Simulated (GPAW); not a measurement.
In:

```
CELL_PARAMETERS angstrom
-1.88253 1.88253 1.88253
1.88253 -1.88253 1.88253
1.88253 1.88253 -1.88253
ATOMIC_POSITIONS crystal
In 0.00000 0.00000 0.00000
```

This isn't the form of In at room conditions, which is tetragonal.

| Property | Result |
| --- | --- |
| Program | GPAW 26.7.0 |
| Task | single point |
| Functional | PBE |
| Potentials or basis | GPAW PAW data sets (gpaw-data 1.2.1) |
| Cutoff | 600 eV |
| Basis | pw |
| k mesh | 10 × 10 × 10 |
| Occupations | fermi-dirac, width 0.05 eV |
| Spin | no spin polarisation |

On this cell: pressure 1.2 GPa; band gap on the k mesh none (metal or under the smearing width).

The same run follows on a disturbed copy (cell strained at random at fixed volume):

```xyz
1
Lattice="-1.8698 1.8571 1.9139 1.8335 -1.9128 1.9333 1.8585 1.9016 -1.9695" Properties=species:S:1:pos:R:3 pbc="T T T"
In   -0.0011    0.0068   -0.0073
```

**Question.** What changes?

**Answer.** The energy (extrapolated to zero smearing) moves by +1.7 meV/atom; pressure 1.2 GPa; band gap on the k mesh none (metal or under the smearing width).

Stress tensor (GPa, compression positive):
```
 1.67 -0.06  0.33
-0.06  1.06  0.65
 0.33  0.65  0.93
```
